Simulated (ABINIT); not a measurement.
Crystal: Ca.

```
CELL_PARAMETERS angstrom
0.00000 2.79420 2.79420
2.79420 0.00000 2.79420
2.79420 2.79420 0.00000
ATOMIC_POSITIONS crystal
Ca 0.00000 0.00000 0.00000
```

| Item | Value |
| --- | --- |
| Program | ABINIT 10.8.3 (patched build) |
| Task | relaxation of cell and atoms |
| Functional | PBE |
| Dispersion | D3(BJ) |
| Potentials or basis | SPMS NC PBE v1.0 |
| Cutoff | 490 eV |
| k mesh | 6 × 6 × 6 |
| Occupations | fermi-dirac, width 0.05 eV |
| Spin | no spin polarisation |

At the start: pressure -1.5 GPa; volume 43.63 Å³/atom.

Question: Where does the relaxation end?

Answer: Over 5 steps the energy falls by 18.7 meV/atom and the volume is 39.78 Å³/atom (-8.8 %); space group Fm-3m (No. 225, to 0.05 Å).

Step by step:
```csv
step,energy change (eV),largest force (eV/Å),pressure (GPa),volume (Å³)
1,0.0000,0.0000,-1.45,43.63
2,-0.0017,0.0000,-1.39,43.44
3,-0.0185,0.0000,0.16,39.45
4,-0.0187,0.0000,-0.01,39.81
5,-0.0187,0.0000,0.00,39.78
```

Final structure:
```
Ca
1.0
     0.00000    2.70952    2.70952
     2.70952    0.00000    2.70952
     2.70952    2.70952    0.00000
Ca
1
Direct
  0.00000 0.00000 0.00000
```

Caveat: pairwise dispersion overbinds metals, which lowers pressure and volume.
